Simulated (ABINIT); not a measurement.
# Fe (P6_3/mmc) in ABINIT: a series of runs

One crystal, Fe, is run at these levels: r2SCAN; tasks: single point.

Everything below comes from runs of ABINIT 10.8.3 (patched build). Logs are shortened: lines on timing, memory, paths and dates and some standing lists are left out, and cuts for length are marked. The log counts tension as positive stress, the text compression.

## 1. The crystal as given

It takes space group P6_3/mmc (No. 194, hexagonal). Conventional cell: a = 2.434 Å, b = 2.434 Å, c = 3.842 Å, α = 90.00°, β = 90.00°, γ = 120.00°. Around Fe (site symmetry -6m2) lie 12 Fe at 2.38 to 2.43 Å.

This isn't the form of Fe at room conditions, which is bcc.

## 2. Single point, r2SCAN, collinear spin, ferromagnetic start

Input file run.abi:

```
# Pseudopotentials
pp_dirpath "./"
pseudos "Fe.GGA_PBE-ansatz.xml"

# Structure
acell 3*1.0
rprim
     4.5998911804     0.0000000000     0.0000000000
    -2.2999455903     3.9836226169     0.0000000000
     0.0000000000     0.0000000000     7.2602039371
ntypat 1
znucl 26
natom 2
typat 1 1
xred
     0.6666666667     0.3333333333     0.7500000000
     0.3333333333     0.6666666667     0.2500000000

# Plane-wave basis
ecut 18.0
pawecutdg 36.0
pawovlp 30

# k points
kptopt 1
ngkpt 12 12 7
nshiftk 1
shiftk 0.0 0.0 0.0

# Exchange and correlation
ixc -497498
usekden 1
pawxcdev 0

# Bands and occupations
nband 22
occopt 3
tsmear 0.05 eV

# Spin
nsppol 2
spinat
     0.0000000000     0.0000000000     3.0000000000
     0.0000000000     0.0000000000     3.0000000000

# SCF cycle
nstep 100
tolvrs 1.0e-7

# Output
iomode 3
prtwf 0
prteig 0
prtebands 0
enunit 2
prtden 1
prtvha 1
prtvclmb 1
prtpot 1
```

Potentials or basis: Ansatz PAW PBE default generated set, frozen core.

Started as:

```
$ mpirun --bind-to none -np 4 abinit run.abi > log 2>&1
```

run.abo:

```text
[... set-up lines left out ...]
 ETOT  1  -239.30252520962    -2.393E+02 6.713E+00 2.440E+01 1.506E+00 1.506E+00
 ETOT  2  -239.98557164153    -6.830E-01 8.078E-01 4.041E+01 7.551E-01 2.261E+00
 ETOT  3  -240.04098804108    -5.542E-02 2.693E-01 1.124E+01 2.419E-01 2.019E+00
 ETOT  4  -240.08043878327    -3.945E-02 9.336E-02 1.130E+00 2.297E-01 2.249E+00
 ETOT  5  -240.09694452596    -1.651E-02 5.623E-02 8.439E-01 1.383E-01 2.387E+00
 ETOT  6  -240.09677555622     1.690E-04 1.055E-02 8.134E-01 5.336E-02 2.441E+00
 ETOT  7  -240.09764349133    -8.679E-04 1.052E-02 7.391E-01 1.118E-02 2.452E+00
 ETOT  8  -240.11397860416    -1.634E-02 3.122E-03 2.007E+00 2.368E-01 2.689E+00
 ETOT  9  -240.11725041746    -3.272E-03 1.585E-03 4.681E-01 3.417E-02 2.654E+00
 ETOT 10  -240.11833028979    -1.080E-03 1.042E-03 9.435E-02 3.303E-02 2.621E+00
 ETOT 11  -240.11875660572    -4.263E-04 3.825E-04 4.284E-03 2.979E-02 2.592E+00
 ETOT 12  -240.11875447746     2.128E-06 1.729E-04 4.055E-03 1.039E-03 2.593E+00
 ETOT 13  -240.11876877037    -1.429E-05 1.735E-04 1.593E-03 5.836E-03 2.587E+00
 ETOT 14  -240.11877148808    -2.718E-06 9.435E-05 7.528E-05 4.567E-03 2.582E+00
 ETOT 15  -240.11877168161    -1.935E-07 8.764E-05 6.192E-06 3.097E-04 2.583E+00
 ETOT 16  -240.11877170563    -2.403E-08 5.727E-05 1.054E-05 4.205E-04 2.583E+00
 ETOT 17  -240.11877171224    -6.602E-09 4.266E-05 3.395E-07 1.307E-05 2.583E+00
 ETOT 18  -240.11877171614    -3.907E-09 3.664E-05 2.031E-07 4.624E-05 2.583E+00
 ETOT 19  -240.11877171621    -7.017E-11 2.124E-05 1.778E-07 3.644E-05 2.583E+00
 ETOT 20  -240.11877171662    -4.025E-10 2.336E-05 2.153E-09 2.074E-06 2.583E+00

 At SCF step   20       nres2   =  2.15E-09 < tolvrs=  1.00E-07 =>converged.

Result for kinetic energy density :

--------------------------------------------------------------------------------
 Total kinetic energy density [Ha/Bohr^3]
)     Maximum=    1.2165E+00  at reduced coord.    0.7037    0.3704    0.8000
)     Minimum=    1.4467E-02  at reduced coord.    0.0000    0.0000    0.0000
   Integrated=    2.6122E+01
 Spin up density      [Ha/Bohr^3]
)     Maximum=    6.7284E-01  at reduced coord.    0.7778    0.4444    0.7500
)     Minimum=    7.9252E-03  at reduced coord.    0.0000    0.0000    0.0000
   Integrated=    1.5171E+01
 Spin down density    [Ha/Bohr^3]
)     Maximum=    5.7441E-01  at reduced coord.    0.6667    0.3333    0.7500
)     Minimum=    6.5417E-03  at reduced coord.    0.0000    0.0000    0.0000
   Integrated=    1.0951E+01
 Magnetization (spin up - spin down) [Ha/Bohr^3]
)     Maximum=    1.7090E-01  at reduced coord.    0.7778    0.5185    0.7500
)     Minimum=    1.3835E-03  at reduced coord.    0.0000    0.0000    0.0000
   Integrated=    4.2208E+00
 Relative magnetization (=zeta, between -1 and 1)
)     Maximum=    2.5020E-01  at reduced coord.    0.4444    0.8519    0.8500
)     Minimum=    6.7531E-03  at reduced coord.    0.3333    0.6667    0.2500
--------------------------------------------------------------------------------

 Cartesian components of stress tensor (hartree/bohr^3)
  sigma(1 1)= -1.63473654E-03  sigma(3 2)=  0.00000000E+00
  sigma(2 2)= -1.63473654E-03  sigma(3 1)=  0.00000000E+00
  sigma(3 3)= -2.47697648E-03  sigma(2 1)=  2.15145080E-12

--- !ResultsGS
iteration_state: {dtset: 1, }
comment   : Summary of ground state results
lattice_vectors:
- [  4.5998912,   0.0000000,   0.0000000, ]
- [ -2.2999456,   3.9836226,   0.0000000, ]
- [  0.0000000,   0.0000000,   7.2602039, ]
lattice_lengths: [   4.59989,    4.59989,    7.26020, ]
[... 80 lines left out ...]
   0.00000    0.00000    0.00000    0.00000    0.00000    0.00000
 prteigrs : prtvol=0 or 1, do not print more k-points.

 Fermi (or HOMO) energy (eV) =  12.31243   Average Vxc (eV)= -14.75556
 Eigenvalues (   eV  ) for nkpt=  76  k points, SPIN UP:
 kpt#   1, nband= 22, wtk=  0.00099, kpt=  0.0000  0.0000  0.0000 (reduced coord)
 -79.99726  -79.84532  -44.90645  -44.48645  -44.48645  -44.37861  -44.37861  -44.18142
   2.32855    5.91461    8.85460    8.85460    9.20577    9.32365    9.32365    9.69617
   9.69617   11.31683   11.31683   12.44424   20.62492   34.31585
 prteigrs : prtvol=0 or 1, do not print more k-points.

 Eigenvalues (   eV  ) for nkpt=  76  k points, SPIN DOWN:
 kpt#   1, nband= 22, wtk=  0.00099, kpt=  0.0000  0.0000  0.0000 (reduced coord)
 -75.96645  -75.79035  -41.08121  -40.39282  -40.39282  -40.27246  -40.27246  -40.22670
   2.01932    7.54659   12.14452   12.30255   12.30255   12.39353   12.92819   12.92819
  13.53495   13.53495   15.40194   15.40194   22.95511   33.96493
 prteigrs : prtvol=0 or 1, do not print more k-points.

--- !EnergyTerms
iteration_state     : {dtset: 1, }
comment             : Components of total free energy in Hartree
kinetic             :  2.61221618446770E+01
hartree             :  5.95081831736504E+01
xc                  : -8.43917092135506E+00
Ewald energy        : -1.82448244008533E+02
psp_core            :  1.16194969801843E+01
local_psp           : -1.50992427615175E+02
PAW spherical_terms :  4.51184050977890E+00
internal            : -2.40118160036772E+02
'-kT*entropy'       : -6.02831187121421E-04
total_energy        : -2.40118762867959E+02
total_energy_eV     : -6.53396440130715E+03
...

--- !EnergyTermsDC
iteration_state     : {dtset: 1, }
comment             : '"Double-counting" decomposition of free energy'
band_energy         : -2.48276896739175E+01
Ewald energy        : -1.82448244008533E+02
psp_core            :  1.16194969801843E+01
xc_dc               : -5.63163107790958E+01
PAW spherical_terms :  1.18545785959331E+01
internal            : -2.40118168885429E+02
'-kT*entropy'       : -6.02831187121421E-04
total_energy_dc     : -2.40118771716616E+02
total_energy_dc_eV  : -6.53396464209137E+03
...

--- !EnergyTermsWithPAWCore
iteration_state     : {dtset: 1, }
comment             : 'Components of total free energy, including PAW core contributions'
Total energy        : -2.52744358600410E+03
Total energy DC     : -2.52744359485276E+03
Total energy (eV)   : -6.87752436336848E+04
Total energy DC (eV): -6.87752438744691E+04
...

 Cartesian components of stress tensor (hartree/bohr^3)
  sigma(1 1)= -1.63473654E-03  sigma(3 2)=  0.00000000E+00
  sigma(2 2)= -1.63473654E-03  sigma(3 1)=  0.00000000E+00
  sigma(3 3)= -2.47697648E-03  sigma(2 1)=  2.15145080E-12

-Cartesian components of stress tensor (GPa)         [Pressure=  5.6355E+01 GPa]
- sigma(1 1)= -4.80956094E+01  sigma(3 2)=  0.00000000E+00
- sigma(2 2)= -4.80956094E+01  sigma(3 1)=  0.00000000E+00
- sigma(3 3)= -7.28751640E+01  sigma(2 1)=  6.32978679E-08

== END DATASET(S) ==============================================================
================================================================================

 -outvars: echo values of variables after computation  --------
            acell      1.0000000000E+00  1.0000000000E+00  1.0000000000E+00 Bohr
           etotal     -2.4011877172E+02
            fcart     -2.1951431438E-28  5.1539570388E-28 -0.0000000000E+00
                       2.1951431438E-28 -5.1539570388E-28 -0.0000000000E+00
            rprim      4.5998911804E+00  0.0000000000E+00  0.0000000000E+00
                      -2.2999455903E+00  3.9836226169E+00  0.0000000000E+00
                       0.0000000000E+00  0.0000000000E+00  7.2602039371E+00
           strten     -1.6347365353E-03 -1.6347365365E-03 -2.4769764801E-03
                       0.0000000000E+00  0.0000000000E+00  2.1514508018E-12
           xangst      1.2170787918E+00  7.0268076809E-01  2.8814508506E+00
                      -3.5277984248E-11  1.4053615362E+00  9.6048361685E-01
             xred      6.6666666667E-01  3.3333333333E-01  7.5000000000E-01
                       3.3333333333E-01  6.6666666667E-01  2.5000000000E-01
 Calculation completed.
```

It took 2.7 min on 4 MPI ranks of Arm Neoverse V2, shared host; peak memory 1.4 GiB.

What came out:

- Free energy: -6533.9646 eV
- Pressure: 56.4 GPa
- Band gap on the k mesh: none (metal or under the smearing width)
- Net moment: 5.16 μB per cell
- Site moments: Fe +2.58 μB

Stress tensor (GPa, compression positive):
```
48.10  0.00  0.00
 0.00 48.10  0.00
 0.00  0.00 72.88
```

Levels at points of the mesh, in eV from the Fermi level:
Spin up:
```tsv
k point	band 17	band 18	band 19	band 20	band 21	band 22
(0.00, 0.00, 0.00)	-2.62	-1.00	-1.00	0.13	8.31	22.00
(0.50, 0.00, 0.00)	-0.70	-0.62	1.63	4.09	11.20	11.80
```
Spin down:
| k point | band 10 | band 11 | band 12 | band 13 | band 14 | band 15 | band 16 | band 17 | band 18 | band 19 |
| --- | --- | --- | --- | --- | --- | --- | --- | --- | --- | --- |
| (0.00, 0.00, 0.00) | -4.77 | -0.17 | -0.01 | -0.01 | 0.08 | 0.62 | 0.62 | 1.22 | 1.22 | 3.09 |
| (0.50, 0.00, 0.00) | -4.01 | -3.48 | -2.27 | -0.22 | -0.08 | 0.49 | 3.08 | 3.36 | 3.58 | 4.42 |

Caveat: a pressure of tens of GPa on the cell as given is suspect, and the run, the potentials or the cell itself is likely at fault; totals of a meta-GGA on PAW files have another zero than those of a GGA; the PAW data sets were made with another functional, which shifts forces and pressure a little; the atomic spheres overlap.

## 3. Single point, r2SCAN, collinear spin, ferromagnetic start

run.abi: that of step 2 with these lines changed.

```diff
@@ -2,3 +2,3 @@
 pp_dirpath "./"
-pseudos "Fe.GGA_PBE-ansatz.xml"
+pseudos "Fe.GGA_PBE-JTH.xml"
 
@@ -19,5 +19,4 @@
 # Plane-wave basis
-ecut 18.0
-pawecutdg 36.0
-pawovlp 30
+ecut 31.0
+pawecutdg 53.0
```

Potentials or basis: JTH PAW PBE v2.0.

Started as:

```
$ mpirun --bind-to none -np 4 abinit run.abi > log 2>&1
```

Run time: 3.5 min. Hardware: 4 MPI ranks of Arm Neoverse V2, shared host; peak memory 0.6 GiB.

The run converged. Its results:

```
Free energy                                           : -6534.1374 eV
Pressure                                              : 17.5 GPa
Band gap on the k mesh                                : none (metal or under the smearing width)
Net moment                                            : 2.63 μB per cell
Site moments                                          : Fe +1.38 μB
Valence electrons inside the program's atomic spheres : Fe 14.62 (radii [1.1194] Å)
```

Stress tensor (GPa, compression positive):
```
11.85  0.00  0.00
 0.00 11.85  0.00
 0.00  0.00 28.95
```

Levels at points of the mesh, in eV from the Fermi level:
Spin up:
| k point | band 14 | band 15 | band 16 | band 17 | band 18 | band 19 | band 20 | band 21 |
| --- | --- | --- | --- | --- | --- | --- | --- | --- |
| (0.00, 0.00, 0.00) | -2.04 | -2.04 | -1.70 | -1.70 | -0.05 | -0.05 | 0.49 | 9.10 |
| (0.50, 0.00, 0.00) | -2.31 | -1.75 | 0.05 | 0.29 | 0.33 | 2.36 | 4.80 | 11.79 |
Spin down:
```
           k point  band 12  band 13  band 14  band 15  band 16  band 17  band 18  band 19
(0.00, 0.00, 0.00)    -0.68    -0.63    -0.12    -0.12     0.17     0.32     0.32     2.12
(0.50, 0.00, 0.00)    -2.16    -1.00    -0.70    -0.17     2.20     2.47     2.56     3.75
```

Caveat: totals of a meta-GGA on PAW files have another zero than those of a GGA; the PAW data sets were made with another functional, which shifts forces and pressure a little.

## 4. Single point, r2SCAN, collinear spin, ferromagnetic start

run.abi: that of step 3 with these lines changed.

```diff
@@ -2,3 +2,3 @@
 pp_dirpath "./"
-pseudos "Fe.GGA_PBE-JTH.xml"
+pseudos "Fe_ONCV_PBE-1.2.upf"
 
@@ -19,4 +19,3 @@
 # Plane-wave basis
-ecut 31.0
-pawecutdg 53.0
+ecut 48.0
 
@@ -31,3 +30,2 @@
 usekden 1
-pawxcdev 0
 
@@ -46,3 +44,3 @@
 nstep 100
-tolvrs 1.0e-7
+tolvrs 1.0e-9
```

Potentials or basis: SG15 NC PBE v1.2.

Started as:

```
$ mpirun --bind-to none -np 4 abinit run.abi > log 2>&1
```

Run time: 3.9 min. Hardware: 4 MPI ranks of Arm Neoverse V2, shared host; peak memory 0.44 GiB.

It converged, with:

```
Free energy                                           : -6440.4073 eV
Pressure                                              : 61.1 GPa
Band gap on the k mesh                                : none (metal or under the smearing width)
Net moment                                            : 5.33 μB per cell
Site moments                                          : Fe +2.76 μB
Valence electrons inside the program's atomic spheres : Fe 14.25 (radii [1.0584] Å)
```

Stress tensor (GPa, compression positive):
```
52.90  0.00  0.00
 0.00 52.90  0.00
 0.00  0.00 77.51
```

Levels at points of the mesh, in eV from the Fermi level:
Spin up:
```tsv
k point	band 15	band 16	band 17	band 18	band 19	band 20	band 21	band 22
(0.00, 0.00, 0.00)	-3.53	-3.13	-3.13	-1.52	-1.52	0.04	8.13	22.27
(0.50, 0.00, 0.00)	-3.10	-1.49	-1.26	-1.15	1.30	3.83	11.08	11.73
```
Spin down:
```csv
k point,band 10,band 11,band 12,band 13,band 14,band 15,band 16,band 17
"(0.00, 0.00, 0.00)",-4.89,-0.51,0.11,0.11,0.21,0.75,0.75,1.35
"(0.50, 0.00, 0.00)",-4.07,-3.54,-2.51,-0.14,-0.07,0.58,3.29,3.57
```

Caveat: a pressure of tens of GPa on the cell as given is suspect, and the run, the potentials or the cell itself is likely at fault; the potentials were made for another functional, which shifts forces and pressure.

## 5. Summary

| potentials or basis | cutoff (eV) | fine-grid cutoff | gap on the mesh (eV) | pressure (GPa) | moment (μB) |
| --- | --- | --- | --- | --- | --- |
| Ansatz PAW PBE default generated set, frozen core | 490 | 979.61 eV | none | 56.4 | 5.16 |
| JTH PAW PBE v2.0 | 844 | 1442.2 eV | none | 17.5 | 2.63 |
| SG15 NC PBE v1.2 | 1306 | - | none | 61.1 | 5.33 |

Alike in all rows: task single point; level r2SCAN; spin collinear, ferromagnetic start; cell as given; k mesh 12 × 12 × 7; smearing fermi-dirac 0.05 eV.

Caveats: a pressure of tens of GPa on the cell as given is suspect, and the run, the potentials or the cell itself is likely at fault (some runs); totals of a meta-GGA on PAW files have another zero than those of a GGA (some runs); the PAW data sets were made with another functional, which shifts forces and pressure a little (some runs); the atomic spheres overlap (some runs); the potentials were made for another functional, which shifts forces and pressure (some runs).

Absolute energies hang on the potentials; compare differences alone.
